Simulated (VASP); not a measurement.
# Te2Mo (P6_3/mmc) in VASP: notebook

One crystal, Te2Mo, is run at these levels: PBE+D3(BJ); tasks: relaxation of cell and atoms.

All numbers are computed with VASP 6.6.1; they aren't measurements. Logs are shortened: lines on timing, memory, paths and dates and some standing lists are left out, and cuts for length are marked.

### Step 1. Starting point

The structure is hexagonal, space group P6_3/mmc (No. 194). Conventional cell: a = 3.518 Å, b = 3.518 Å, c = 13.974 Å, α = 90.00°, β = 90.00°, γ = 120.00°. Te (site symmetry 3m) has 3 Mo at 2.72 Å as nearest neighbours. Mo (site symmetry -6m2) has 6 Te at 2.72 Å as nearest neighbours.

### Step 2. Relaxation of cell and atoms, PBE+D3(BJ)

The input, INCAR:

```
SYSTEM = Te2Mo
PREC = Accurate
ENCUT = 600
EDIFF = 1E-6
ISMEAR = 0
SIGMA = 0.03
LREAL = .FALSE.
LASPH = .TRUE.
NELM = 80
ALGO = Normal
ISIF = 3
LWAVE = .FALSE.
LCHARG = .FALSE.
GGA = PE
IVDW = 12
IBRION = 2
NSW = 90
EDIFFG = -0.01
KPAR = 4
```

The input, KPOINTS:

```
regular mesh
0
G
  9 9 2
  0 0 0
```

The input, POSCAR:

```
Te2Mo
1.0
    3.5182000000      0.0000000000      0.0000000000
   -1.7591000000      3.0468505756      0.0000000000
    0.0000000000      0.0000000000     13.9736000000
Te Mo
4 2
Direct
    0.3333333333      0.6666666667      0.6210000000
    0.6666666667      0.3333333333      0.1210000000
    0.3333333333      0.6666666667      0.8790000000
    0.6666666667      0.3333333333      0.3790000000
    0.3333333333      0.6666666667      0.2500000000
    0.6666666667      0.3333333333      0.7500000000
```

Potentials or basis: VASP PAW PBE potentials, release 64 (Te, Mo_sv).

Started as:

```bash
cat potpaw_PBE.64/Te/POTCAR potpaw_PBE.64/Mo_sv/POTCAR > POTCAR
mpirun -np 4 vasp_std > vasp.out
```

OUTCAR:

```text
SYSTEM = Te2Mo
   PREC = Accurate
   ENCUT = 600
   EDIFF = 1E-6
   ISMEAR = 0
   LREAL = .FALSE.
   LASPH = .TRUE.
   NELM = 80
   ISIF = 3
   GGA = PE
   IVDW = 12
   IBRION = 2
   NSW = 90
   EDIFFG = -0.01
 IVDW          = 12

 ion  position               nearest neighbor table
   1  0.333  0.667  0.621-   6 2.72   6 2.72   6 2.72   3 3.61
   2  0.667  0.333  0.121-   5 2.72   5 2.72   5 2.72   4 3.61
   3  0.333  0.667  0.879-   6 2.72   6 2.72   6 2.72   1 3.61
   4  0.667  0.333  0.379-   5 2.72   5 2.72   5 2.72   2 3.61
   5  0.333  0.667  0.250-   2 2.72   4 2.72   2 2.72   4 2.72   2 2.72   4 2.72
   6  0.667  0.333  0.750-   1 2.72   3 2.72   1 2.72   3 2.72   1 2.72   3 2.72

  LATTYP: Found a hexagonal cell.
 ALAT       =     3.5182000000
 C/A-ratio  =     3.9718037633

  Lattice vectors:

 A1 = (   3.5182000000,   0.0000000000,   0.0000000000)
 A2 = (  -1.7591000000,   3.0468505756,   0.0000000000)
 A3 = (   0.0000000000,   0.0000000000,  13.9736000000)

Analysis of symmetry for initial positions (statically):
=====================================================================
 Subroutine PRICEL returns:
 Original cell was already a primitive cell.

 Routine SETGRP: Setting up the symmetry group for a
 hexagonal supercell.

 Subroutine GETGRP returns: Found 24 space group operations
 (whereof 12 operations were pure point group operations)
 out of a pool of 24 trial point group operations.

The static configuration has the point symmetry D_3d.
 The point group associated with its full space group is D_6h.

Analysis of symmetry for dynamics (positions and initial velocities):
=====================================================================
 Subroutine PRICEL returns:
 Original cell was already a primitive cell.

 Routine SETGRP: Setting up the symmetry group for a
 hexagonal supercell.

 Subroutine GETGRP returns: Found 24 space group operations
 (whereof 12 operations were pure point group operations)
 out of a pool of 24 trial point group operations.

The dynamic configuration has the point symmetry D_3d.
 The point group associated with its full space group is D_6h.

 Subroutine INISYM returns: Found 24 space group operations
 (whereof 12 operations are pure point group operations),
 and found     1 'primitive' translations

----------------------------------------------------------------------------------------

                                     Primitive cell

  volume of cell :     149.7890

  direct lattice vectors                    reciprocal lattice vectors
     3.518200000  0.000000000  0.000000000     0.284236257  0.164103880  0.000000000
    -1.759100000  3.046850576  0.000000000     0.000000000  0.328207759  0.000000000
     0.000000000  0.000000000 13.973600000     0.000000000  0.000000000  0.071563520

  length of vectors
     3.518200000  3.518200000 13.973600000     0.328207759  0.328207759  0.071563520

  position of ions in fractional coordinates (direct lattice)
     0.333333333  0.666666667  0.621000000
     0.666666667  0.333333333  0.121000000
     0.333333333  0.666666667  0.879000000
     0.666666667  0.333333333  0.379000000
     0.333333333  0.666666667  0.250000000
     0.666666667  0.333333333  0.750000000

  ion indices of the primitive-cell ions
   primitive index   ion index
                 1           1
                 2           2
                 3           3
                 4           4
                 5           5
                 6           6

----------------------------------------------------------------------------------------

 KPOINTS: regular mesh

Automatic generation of k-mesh.
 Grid dimensions read from file:
 generate k-points for:    9    9    2

 Generating k-lattice:

  Cartesian coordinates                     Fractional coordinates (reciprocal lattice)
     0.031581806  0.018233764  0.000000000     0.111111111  0.000000000  0.000000000
     0.000000000  0.036467529  0.000000000     0.000000000  0.111111111  0.000000000
     0.000000000  0.000000000  0.035781760     0.000000000  0.000000000  0.500000000

  Length of vectors
     0.036467529  0.036467529  0.035781760

  Shift w.r.t. Gamma in fractional coordinates (k-lattice)
     0.000000000  0.000000000  0.000000000

 Subroutine IBZKPT returns following result:
 ===========================================

 Found     24 irreducible k-points:

 Following reciprocal coordinates:
            Coordinates               Weight
  0.000000  0.000000  0.000000      1.000000
  0.111111  0.000000  0.000000      6.000000
  0.222222 -0.000000  0.000000      6.000000
  0.333333  0.000000  0.000000      6.000000
  0.444444 -0.000000  0.000000      6.000000
  0.111111  0.111111  0.000000      6.000000
[... 16 lines left out ...]
  0.333333  0.222222  0.500000     12.000000
  0.333333  0.333333  0.500000      2.000000
   k-points           NKPTS =     24   k-points in BZ     NKDIM =     24   number of bands    NBANDS=     31
   number of dos      NEDOS =    301   number of ions     NIONS =      6
   total plane-waves  NPLWV =  87808
   dimension x,y,z NGX =    28 NGY =   28 NGZ =  112
   dimension x,y,z NGXF=    56 NGYF=   56 NGZF=  224
   ions per type =               4   2
   NGX,Y,Z   is equivalent  to a cutoff of  13.23, 13.23, 13.32 a.u.
   NGXF,Y,Z  is equivalent  to a cutoff of  26.46, 26.46, 26.65 a.u.
 SYSTEM =  Te2Mo
   PREC   = accura    normal or accurate (medium, high low for compatibility)
   ISTART =      0    job   : 0-new  1-cont  2-samecut
   ICHARG =      2    charge: 1-file 2-atom 10-const
   ISPIN  =      1    spin polarized calculation?
   LNONCOLLINEAR =      F non collinear calculations
   LSORBIT =      F    spin-orbit coupling
   LASPH  =      T    aspherical Exc in radial PAW
   ENCUT  =  600.0 eV  44.10 Ry    6.64 a.u.   7.03  7.03 27.91*2*pi/ulx,y,z
   NELM   =     80;   NELMIN=  2; NELMDL= -5     # of ELM steps
   EDIFF  = 0.1E-05   stopping-criterion for ELM
   LREAL  =      F    real-space projection
   EDIFFG = -.1E-01   stopping-criterion for IOM
   NSW    =     90    number of steps for IOM
   IBRION =      2    ionic relax: 0-MD 1-quasi-New 2-CG
   NFREE  =      1    steps in history (QN), initial steepest desc. (CG)
   ISIF   =      3    stress and relaxation
   ISYM   =      2    0-nonsym 1-usesym 2-fastsym
   POTIM  = 0.5000    time-step for ionic-motion
   TEBEG  =    0.0;   TEEND  =   0.0 temperature during run
   PSTRESS=    0.0 pullay stress
   NELECT =      52.0000    total number of electrons
   NUPDOWN=      -1.0000    fix difference up-down
   EMIN   =  10.00;   EMAX   =-10.00  energy-range for DOS
   EFERMI =   0.00;   METHOD = LEGACY
   ISMEAR =     0;   SIGMA  =   0.03  broadening in eV -4-tet -1-fermi 0-gaus
   EFERMI_NEDOS =   21; number of points for ismear=-14 and -15
   IALGO  =     38    algorithm
   IMIX   =      4    mixing-type and parameters
     AMIX     =   0.40;   BMIX     =  1.00
     AMIX_MAG =   1.60;   BMIX_MAG =  1.00
  volume/ion in A,a.u.               =      24.96       168.47
  Fermi-wavevector in a.u.,A,eV,Ry     =   1.150578  2.174277 18.011787  1.323829
  Thomas-Fermi vector in A             =   2.287241
   LORBIT       =      0    0 simple, 1 ext, 2 COOP (PROOUT), +10 PAW based schemes
   GGA     = PE    functional components
   LHFCALC =     F    Hartree Fock is set to
   AEXX    =    0.0000 exact exchange contribution
   IVDW    =    12    specifies the selected vdW correction
   LEPSILON=     F    determine dielectric tensor
   LRPA    =     F    only Hartree local field effects (RPA)
 conjugate gradient relaxation of ions
 non-spin polarized calculation
 Gauss-broadening in eV      SIGMA  =   0.03
  energy-cutoff  :      600.00
  volume of cell :      149.79
 maximum number of plane-waves:      5038
   NGX = 15   NGY = 15   NGZ = 55

--------------------------------------- Ionic step        1  -------------------------------------------

 number of electron      52.0000001 magnetization

 Free energy of the ion-electron system (eV)
  ---------------------------------------------------
  ext. energy  EPLUGINS =         0.00000000
  ---------------------------------------------------
  free energy    TOTEN  =       -35.98684795 eV

  energy without entropy =      -35.98684795  energy(sigma->0) =      -35.98684795

------------------------ aborting loop because EDIFF is reached ----------------------------------------

 Edisp (eV)   -3.21953

 E8    (eV) :    -1.4845

  FORCE on cell =-STRESS in cart. coord.  units (eV):
  Direction    XX          YY          ZZ          XY          YZ          ZX
  --------------------------------------------------------------------------------------
  -------------------------------------------------------------------------------------
  Total      -0.76858    -0.76858    -0.06001    -0.00000     0.00000     0.00000
  in kB      -8.22086    -8.22086    -0.64191    -0.00000     0.00000     0.00000
  external pressure =       -5.69 kB  Pullay stress =        0.00 kB
[... 109 lines left out ...]
  FREE ENERGIE OF THE ION-ELECTRON SYSTEM (eV)
  ---------------------------------------------------
  free  energy   TOTEN  =       -39.2170381377 eV

  energy  without entropy=      -39.2170381377  energy(sigma->0) =      -39.21703814

[... ionic steps 4 to 8 ...]

--------------------------------------- Ionic step        9  -------------------------------------------

 number of electron      51.9999998 magnetization

------------------------ aborting loop because EDIFF is reached ----------------------------------------

 Edisp (eV)   -3.32711

 E8    (eV) :    -1.5330
[... 77 lines left out ...]
  energy  without entropy=      -39.2316938683  energy(sigma->0) =      -39.23169387

--------------------------------------- Ionic step       11  -------------------------------------------

 number of electron      51.9999998 magnetization

 Free energy of the ion-electron system (eV)
  ---------------------------------------------------
  ext. energy  EPLUGINS =         0.00000000
  ---------------------------------------------------
  free energy    TOTEN  =       -35.90506515 eV

  energy without entropy =      -35.90506515  energy(sigma->0) =      -35.90506515

 E-fermi :   8.8496     XC(G=0): -10.6463

 val. band max:        8.6430912686   @ k =   0.0000   0.0000   0.0000
 cond. band min:       9.3083394207   @ k =   0.2222   0.2222   0.0000
 fundamental gap:      0.6652481521
 Fermi energy:         8.8495663081

 k-point     1 :       0.0000    0.0000    0.0000
  band No.  band energies     occupation
      1     -52.2104      2.00000
      2     -52.2104      2.00000
      3     -26.3885      2.00000
      4     -26.3884      2.00000
      5     -26.2464      2.00000
      6     -26.2464      2.00000
[... 842 lines left out ...]
  FREE ENERGIE OF THE ION-ELECTRON SYSTEM (eV)
  ---------------------------------------------------
  free  energy   TOTEN  =       -39.2317476202 eV

  energy  without entropy=      -39.2317476202  energy(sigma->0) =      -39.23174762

 reached required accuracy - stopping structural energy minimisation
```

It took 2.8 min on 4 MPI ranks of AMD EPYC 9R45 (Zen 5), shared host; peak memory 0.37 GiB.

What came out:

- Free energy: -39.2317 eV
- Relaxed volume: 24.15 Å³/atom
- Relaxed cell: a = 3.496 Å, b = 3.496 Å, c = 13.695 Å, α = 90.00°, β = 90.00°, γ = 120.00°
- Space group after relaxing (to 0.05 Å): P6_3/mmc (No. 194)
- Energy gained by relaxing: 4.2 meV/atom
- Ionic steps: 11
- Pressure after relaxing: 0.0 GPa
- Band gap on the k mesh: 0.67 eV, indirect (least direct gap 1.03 eV)
- Dispersion energy per atom: -0.554 eV

Forces on the atoms (eV/Å):
```
Te   0.000  0.000 -0.003
Te   0.000  0.000 -0.003
Te   0.000  0.000  0.003
Te   0.000  0.000  0.003
Mo   0.000  0.000  0.000
Mo   0.000  0.000  0.000
```

The path:
```
step  energy change (eV)  largest force (eV/Å)  pressure (GPa)  volume (Å³)
   1              0.0000                0.1801           -0.57       149.79
   2             -0.0099                0.1781            0.16       147.87
   3             -0.0107                0.1781            0.42       147.15
   4             -0.0138                0.0446           -0.52       147.26
   5             -0.0143                0.0147           -0.27       147.23
   6             -0.0201                0.0145           -0.19       146.48
   7             -0.0252                0.0121           -0.01       145.13
   8             -0.0254                0.0107            0.04       144.86
   9             -0.0254                0.0111            0.03       144.91
  10             -0.0253                0.0168           -0.11       144.97
  11             -0.0254                0.0027           -0.01       144.93
```

Final structure:
```
Te Mo
1.0
     3.49568    0.00000    0.00000
    -1.74784    3.02735    0.00000
     0.00000    0.00000   13.69484
Te Mo
4 2
Direct
  0.33333 0.66667 0.61724
  0.66667 0.33333 0.11724
  0.33333 0.66667 0.88276
  0.66667 0.33333 0.38276
  0.33333 0.66667 0.25000
  0.66667 0.33333 0.75000
```

Levels at points of the mesh, in eV from the valence-band top:
| k point | band 24 | band 25 | band 26 | band 27 | band 28 | band 29 |
| --- | --- | --- | --- | --- | --- | --- |
| (0.00, 0.00, 0.00) | -1.01 | -0.17 | 0.00 | 2.87 | 2.87 | 3.06 |
| (0.00, 0.00, 0.50) | -1.04 | -0.05 | -0.05 | 2.91 | 2.91 | 2.91 |

Caveat: spin-orbit coupling is left out, which moves the levels of the heavy elements; an odd mesh through Γ misses points on the zone boundary, where band edges often lie. PBE gaps usually lie below the measured ones, often by a third to a half.

### Step 3. Relaxation of cell and atoms, PBE+D3(BJ)

This run uses another cell than the first one, of 24.15 Å³/atom, 0.968 times its volume.

INCAR: that of step 2 with these lines changed.

```diff
@@ -3,3 +3,3 @@
 ENCUT = 600
-EDIFF = 1E-6
+EDIFF = 1E-7
 ISMEAR = 0
@@ -17,3 +17,3 @@
 NSW = 90
-EDIFFG = -0.01
+EDIFFG = -0.005
 KPAR = 4
```

KPOINTS is that of step 2.

The input, POSCAR:

```
Te2Mo                                   
1.0
    3.4956786083      0.0000000000      0.0000000000
   -1.7478393042      3.0273464783      0.0000000000
    0.0000000000      0.0000000000     13.6948373954
  Te              Mo            
     4     2
Direct
     0.3333333332999970    0.6666666667000030    0.6172428413562555
     0.6666666667000030    0.3333333332999970    0.1172428413562554
     0.3333333332999970    0.6666666667000030    0.8827571586437445
     0.6666666667000030    0.3333333332999970    0.3827571586437446
     0.3333333332999970    0.6666666667000030    0.2500000000000000
     0.6666666667000030    0.3333333332999970    0.7500000000000000
```

Potentials or basis: VASP PAW PBE potentials, release 64 (Te, Mo_sv).

Started as:

```bash
cat potpaw_PBE.64/Te/POTCAR potpaw_PBE.64/Mo_sv/POTCAR > POTCAR
mpirun -np 4 vasp_std > vasp.out
```

Wall time 32 s (4 MPI ranks of AMD EPYC 9R45 (Zen 5), shared host); peak memory 0.34 GiB.

Results (log left out):

* Free energy: -39.2306 eV
* Pressure after relaxing: 0.0 GPa
* Largest force after relaxing: 0.003 eV/Å
* Band gap on the k mesh: 0.67 eV, indirect (least direct gap 1.03 eV)
* Dispersion energy per atom: -0.554 eV

Forces on the atoms (eV/Å):
```
Te   0.000  0.000 -0.003
Te   0.000  0.000 -0.003
Te   0.000  0.000  0.003
Te   0.000  0.000  0.003
Mo   0.000  0.000  0.000
Mo   0.000  0.000  0.000
```

Final structure:
```cif
data_structure
_symmetry_space_group_name_H-M 'P 1'
_symmetry_Int_Tables_number 1
_cell_length_a 3.4957
_cell_length_b 3.4957
_cell_length_c 13.6948
_cell_angle_alpha 90.000
_cell_angle_beta 90.000
_cell_angle_gamma 120.000
_cell_volume 144.93
loop_
_atom_site_label
_atom_site_type_symbol
_atom_site_fract_x
_atom_site_fract_y
_atom_site_fract_z
_atom_site_occupancy
Te1 Te 0.33333 0.66667 0.61724 1
Te2 Te 0.66667 0.33333 0.11724 1
Te3 Te 0.33333 0.66667 0.88276 1
Te4 Te 0.66667 0.33333 0.38276 1
Mo1 Mo 0.33333 0.66667 0.25000 1
Mo2 Mo 0.66667 0.33333 0.75000 1
```

Levels at points of the mesh, in eV from the valence-band top:
```tsv
k point	band 22	band 23	band 24	band 25	band 26	band 27	band 28	band 29	band 30	band 31
(0.00, 0.00, 0.00)	-1.06	-1.01	-1.01	-0.17	0.00	2.87	2.87	3.06	3.06	3.07
(0.00, 0.00, 0.50)	-1.04	-1.04	-1.04	-0.05	-0.05	2.91	2.91	2.91	2.91	3.29
```

Caveat: the relaxation stopped at its first step, so nothing moved; spin-orbit coupling is left out, which moves the levels of the heavy elements; an odd mesh through Γ misses points on the zone boundary, where band edges often lie.
